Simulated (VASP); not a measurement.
# W (Im-3m) in VASP: a series of runs

The runs below take W through relaxation of cell and atoms, with r2SCAN.

All numbers are computed with VASP 6.6.1; they aren't measurements. Logs are shortened: lines on timing, memory, paths and dates and some standing lists are left out, and cuts for length are marked.

## (1) The structure

It takes space group Im-3m (No. 229, cubic). Conventional cell: a = 3.165 Å, b = 3.165 Å, c = 3.165 Å, α = 90.00°, β = 90.00°, γ = 90.00°. W (site symmetry m-3m) has 8 W at 2.74 Å as nearest neighbours.

## (2) Relaxation of cell and atoms, r2SCAN

The input, INCAR:

```
PREC = Accurate ; ENCUT = 520
EDIFF = 1E-7 ; ISMEAR = 0
SIGMA = 0.1 ; LREAL = False
LASPH = True ; NELM = 60
ALGO = Normal ; ISIF = 3
LWAVE = False ; LCHARG = False
METAGGA = R2SCAN ; LMIXTAU = True
IBRION = 2 ; NSW = 80
EDIFFG = -0.002
```

The input, KPOINTS:

```
Automatic mesh
0
Gamma
  18 18 18
```

The input, POSCAR:

```
W
1.0
   -1.5823450000      1.5823450000      1.5823450000
    1.5823450000     -1.5823450000      1.5823450000
    1.5823450000      1.5823450000     -1.5823450000
W
1
Direct
    0.0000000000      0.0000000000      0.0000000000
```

Potentials or basis: VASP PAW PBE potentials, release 64 (W_sv).

Started as:

```sh
$ cat potpaw_PBE.64/W_sv/POTCAR > POTCAR
$ mpirun -np 1 vasp_std > vasp.out
```

OUTCAR:

```text
PREC = Accurate
   ENCUT = 520
   EDIFF = 1E-7
   ISMEAR = 0
   LREAL = False
   LASPH = True
   NELM = 60
   ISIF = 3
   METAGGA = R2SCAN
   IBRION = 2
   NSW = 80
   EDIFFG = -0.002

 ion  position               nearest neighbor table
   1  0.000  0.000  0.000-

  LATTYP: Found a body centered cubic cell.
 ALAT       =     3.1646900000

  Lattice vectors:

 A1 = (  -1.5823450000,   1.5823450000,   1.5823450000)
 A2 = (   1.5823450000,  -1.5823450000,   1.5823450000)
 A3 = (   1.5823450000,   1.5823450000,  -1.5823450000)

Analysis of symmetry for initial positions (statically):
=====================================================================
 Subroutine PRICEL returns:
 Original cell was already a primitive cell.

 Routine SETGRP: Setting up the symmetry group for a
 body centered cubic supercell.

 Subroutine GETGRP returns: Found 48 space group operations
 (whereof 48 operations were pure point group operations)
 out of a pool of 48 trial point group operations.

The static configuration has the point symmetry O_h .

Analysis of symmetry for dynamics (positions and initial velocities):
=====================================================================
 Subroutine PRICEL returns:
 Original cell was already a primitive cell.

 Routine SETGRP: Setting up the symmetry group for a
 body centered cubic supercell.

 Subroutine GETGRP returns: Found 48 space group operations
 (whereof 48 operations were pure point group operations)
 out of a pool of 48 trial point group operations.

The dynamic configuration has the point symmetry O_h .

 Subroutine INISYM returns: Found 48 space group operations
 (whereof 48 operations are pure point group operations),
 and found     1 'primitive' translations

----------------------------------------------------------------------------------------

                                     Primitive cell

  volume of cell :      15.8476

  direct lattice vectors                    reciprocal lattice vectors
    -1.582345000  1.582345000  1.582345000     0.000000000  0.315986716  0.315986716
     1.582345000 -1.582345000  1.582345000     0.315986716  0.000000000  0.315986716
     1.582345000  1.582345000 -1.582345000     0.315986716  0.315986716  0.000000000

  length of vectors
[... 99 lines left out ...]
     AMIX     =   0.40;   BMIX     =  1.00
     AMIX_MAG =   1.60;   BMIX_MAG =  1.00
  volume/ion in A,a.u.               =      15.85       106.94
  Fermi-wavevector in a.u.,A,eV,Ry     =   1.570832  2.968442 33.572544  2.467512
  Thomas-Fermi vector in A             =   2.672506
   LORBIT       =      0    0 simple, 1 ext, 2 COOP (PROOUT), +10 PAW based schemes
   METAGGA = R2SCAN    functional components
   LHFCALC =     F    Hartree Fock is set to
   AEXX    =    0.0000 exact exchange contribution
   IVDW    =     0    specifies the selected vdW correction
   LEPSILON=     F    determine dielectric tensor
   LRPA    =     F    only Hartree local field effects (RPA)
 conjugate gradient relaxation of ions
 non-spin polarized calculation
 Gauss-broadening in eV      SIGMA  =   0.10
  energy-cutoff  :      520.00
  volume of cell :       15.85
 maximum number of plane-waves:       440
   NGX = 11   NGY = 11   NGZ = 11

--------------------------------------- Ionic step        1  -------------------------------------------

 number of electron      14.0000004 magnetization

 Free energy of the ion-electron system (eV)
  ---------------------------------------------------
  ext. energy  EPLUGINS =         0.00000000
  ---------------------------------------------------
  free energy    TOTEN  =       -51.34689490 eV

  energy without entropy =      -51.34334100  energy(sigma->0) =      -51.34511795

------------------------ aborting loop because EDIFF is reached ----------------------------------------

  FORCE on cell =-STRESS in cart. coord.  units (eV):
  Direction    XX          YY          ZZ          XY          YZ          ZX
  --------------------------------------------------------------------------------------
  -------------------------------------------------------------------------------------
  Total        0.2358959      0.2358959      0.2358959     -0.0000000      0.0000000     -0.0000000
  in kB       23.8488529     23.8488529     23.8488529     -0.0000000      0.0000000     -0.0000000
  external PRESSURE =      23.8488529 kB  Pullay stress =       0.0000000 kB
[... 57 lines left out ...]
--------------------------------------- Ionic step        3  -------------------------------------------

 number of electron      14.0000002 magnetization

 Free energy of the ion-electron system (eV)
  ---------------------------------------------------
  ext. energy  EPLUGINS =         0.00000000
  ---------------------------------------------------
  free energy    TOTEN  =       -51.34775586 eV

  energy without entropy =      -51.34411663  energy(sigma->0) =      -51.34593624

 E-fermi :  11.1795     XC(G=0): -14.9117

 val. band max:       11.1698591213   @ k =  -0.1667   0.1667   0.0556
 cond. band min:      11.1916196795   @ k =  -0.3889   0.3889   0.2778
 fundamental gap:      0.0217605582
 Fermi energy:        11.1795090174

 k-point     1 :       0.0000    0.0000    0.0000
  band No.  band energies     occupation
      1     -64.9308      2.00000
      2     -27.8024      2.00000
      3     -27.8024      2.00000
      4     -27.8024      2.00000
      5       1.0979      2.00000
      6       9.9181      2.00000
      7       9.9181      2.00000
      8       9.9181      2.00000
      9      13.7365      0.00000
     10      13.7365      0.00000
     11      26.4289      0.00000
[... 309 lines left out ...]
 k-point    24 :       0.3889    0.1111    0.0000
  band No.  band energies     occupation
      1     -64.7840      2.00000
      2     -29.0610      2.00000
      3     -28.2725      2.00000
      4     -27.8689      2.00000
      5       5.1223      2.00000
      6       7.6275      2.00000
      7      10.4624      2.00000
      8      13.4195      0.00000
      9      14.8099      0.00000
     10      17.7570      0.00000
     11      22.6007      0.00000

 [... further k-points ...]

------------------------ aborting loop because EDIFF is reached ----------------------------------------

  FORCE on cell =-STRESS in cart. coord.  units (eV):
  Direction    XX          YY          ZZ          XY          YZ          ZX
  --------------------------------------------------------------------------------------
  -------------------------------------------------------------------------------------
  Total       -0.0013576     -0.0013576     -0.0013576     -0.0000000     -0.0000000     -0.0000000
  in kB       -0.1362334     -0.1362334     -0.1362334     -0.0000000     -0.0000000     -0.0000000
  external PRESSURE =      -0.1362334 kB  Pullay stress =       0.0000000 kB
[... 16 lines left out ...]
  FREE ENERGIE OF THE ION-ELECTRON SYSTEM (eV)
  ---------------------------------------------------
  free  energy   TOTEN  =       -51.3477558563 eV

  energy  without entropy=      -51.3441166256  energy(sigma->0) =      -51.34593624

 reached required accuracy - stopping structural energy minimisation
```

OSZICAR:

```text
N       E                     dE             d eps       ncg     rms          rms(c)
DAV:   1     0.398558549446E+02    0.39856E+02   -0.81247E+03  4290   0.149E+03
DAV:   2    -0.539374756650E+02   -0.93793E+02   -0.90678E+02  4599   0.348E+02
[... 40 lines left out ...]
DAV:   6    -0.513477484465E+02   -0.20294E-03   -0.90737E-05  4481   0.132E-01    0.378E-03
DAV:   7    -0.513477508765E+02   -0.24300E-05   -0.17993E-05  4395   0.617E-02    0.518E-03
DAV:   8    -0.513477555939E+02   -0.47174E-05   -0.39069E-06  4365   0.301E-02    0.190E-03
DAV:   9    -0.513477553827E+02    0.21119E-06   -0.28775E-07  4467   0.732E-03    0.267E-04
DAV:  10    -0.513477559308E+02   -0.54805E-06   -0.82820E-09  2202   0.133E-03    0.162E-04
DAV:  11    -0.513477558563E+02    0.74453E-07   -0.46210E-09  2169   0.109E-03
   3 F= -.51347756E+02 E0= -.51345936E+02  d E =-.860955E-03
```

Run time: 3.2 min. Hardware: 1 thread of Intel Xeon 6975P-C (Granite Rapids), shared host; peak memory 0.16 GiB.

Results:

| Item | Value |
| --- | --- |
| Free energy | -51.3478 eV |
| Relaxed volume | 15.97 Å³/atom |
| Relaxed cell | a = 2.748 Å, b = 2.748 Å, c = 2.748 Å, α = 109.47°, β = 109.47°, γ = 109.47° |
| Space group after relaxing (to 0.05 Å) | Im-3m (No. 229) |
| Energy gained by relaxing | 0.9 meV/atom |
| Ionic steps | 3 |
| Pressure after relaxing | 0.0 GPa |
| Band gap on the k mesh | none (metal or under the smearing width) |

The path:
| step | energy change (eV) | largest force (eV/Å) | pressure (GPa) | volume (Å³) |
| --- | --- | --- | --- | --- |
| 1 | 0.0000 | 0.0000 | 2.38 | 15.85 |
| 2 | 0.0101 | 0.0000 | -7.94 | 16.39 |
| 3 | -0.0009 | 0.0000 | -0.01 | 15.97 |

Final structure:
```
W
1.0
    -1.58627    1.58627    1.58627
     1.58627   -1.58627    1.58627
     1.58627    1.58627   -1.58627
W
1
Direct
  0.00000 0.00000 0.00000
```

Caveat: the PAW data sets were made with another functional, which shifts forces and pressure a little. Spin-orbit coupling is left out, which matters for the levels of W.

## (3) Relaxation of cell and atoms, r2SCAN

This run uses another cell than the first one, of 15.97 Å³/atom, 1.007 times its volume.

INCAR is that of step 2.

KPOINTS is that of step 2.

The input, POSCAR:

```
W                                       
1.0
   -1.5862724354      1.5862724354      1.5862724354
    1.5862724354     -1.5862724354      1.5862724354
    1.5862724354      1.5862724354     -1.5862724354
  W             
     1
Direct
     0.0000000000000000    0.0000000000000000    0.0000000000000000
```

Potentials or basis: VASP PAW PBE potentials, release 64 (W_sv).

Started as:

```sh
$ cat potpaw_PBE.64/W_sv/POTCAR > POTCAR
$ mpirun -np 1 vasp_std > vasp.out
```

OUTCAR:

```text
PREC = Accurate
   ENCUT = 520
   EDIFF = 1E-7
   ISMEAR = 0
   LREAL = False
   LASPH = True
   NELM = 60
   ISIF = 3
   METAGGA = R2SCAN
   IBRION = 2
   NSW = 80
   EDIFFG = -0.002

 ion  position               nearest neighbor table
   1  0.000  0.000  0.000-

  LATTYP: Found a body centered cubic cell.
 ALAT       =     3.1725448708

  Lattice vectors:

 A1 = (  -1.5862724354,   1.5862724354,   1.5862724354)
 A2 = (   1.5862724354,  -1.5862724354,   1.5862724354)
 A3 = (   1.5862724354,   1.5862724354,  -1.5862724354)
[... 510 lines left out ...]
      5       5.1223      2.00000
      6       7.6275      2.00000
      7      10.4624      2.00000
      8      13.4195      0.00000
      9      14.8099      0.00000
     10      17.7570      0.00000
     11      22.6007      0.00000

 [... further k-points ...]
[... 5 lines left out ...]
  --------------------------------------------------------------------------------------
  -------------------------------------------------------------------------------------
  Total       -0.0016957     -0.0016957     -0.0016957      0.0000000      0.0000000      0.0000000
  in kB       -0.1701618     -0.1701618     -0.1701618      0.0000000      0.0000000      0.0000000
  external PRESSURE =      -0.1701618 kB  Pullay stress =       0.0000000 kB

 VOLUME and BASIS-vectors are now :
 -----------------------------------------------------------------------------
  energy-cutoff  :      520.00
  volume of cell :       15.97
      direct lattice vectors                 reciprocal lattice vectors
    -1.586272435  1.586272435  1.586272435     0.000000000  0.315204368  0.315204368
     1.586272435 -1.586272435  1.586272435     0.315204368  0.000000000  0.315204368
     1.586272435  1.586272435 -1.586272435     0.315204368  0.315204368  0.000000000

 POSITION                                       TOTAL-FORCE (eV/Angst)
 -----------------------------------------------------------------------------------
      0.00000      0.00000      0.00000        -0.000000      0.000000     -0.000000
 -----------------------------------------------------------------------------------
    total drift:                                0.000000     -0.000000      0.000000

  FREE ENERGIE OF THE ION-ELECTRON SYSTEM (eV)
  ---------------------------------------------------
  free  energy   TOTEN  =       -51.3478309246 eV

  energy  without entropy=      -51.3441916242  energy(sigma->0) =      -51.34601127

 reached required accuracy - stopping structural energy minimisation
```

CONTCAR:

```text
W
   1.00000000000000
    -1.5862724354000000    1.5862724354000000    1.5862724354000000
     1.5862724354000000   -1.5862724354000000    1.5862724354000000
     1.5862724354000000    1.5862724354000000   -1.5862724354000000
  W
     1
Direct
     0.0000000000000000    0.0000000000000000    0.0000000000000000

  0.00000000E+00  0.00000000E+00  0.00000000E+00
```

It took 2 min on 1 thread of Intel Xeon 6975P-C (Granite Rapids), shared host; peak memory 0.16 GiB.

Results:

| Item | Value |
| --- | --- |
| Free energy | -51.3478 eV |
| Pressure after relaxing | 0.0 GPa |
| Band gap on the k mesh | none (metal or under the smearing width) |

Final structure:
```yaml
crystal:
  lattice:
    - [-1.58627, 1.58627, 1.58627]
    - [1.58627, -1.58627, 1.58627]
    - [1.58627, 1.58627, -1.58627]
  atoms:
    - { symbol: W, position: [0.00000, 0.00000, 0.00000] }
```

Caveat: the relaxation stopped at its first step, so nothing moved; the PAW data sets were made with another functional, which shifts forces and pressure a little. Spin-orbit coupling is left out, which matters for the levels of W.
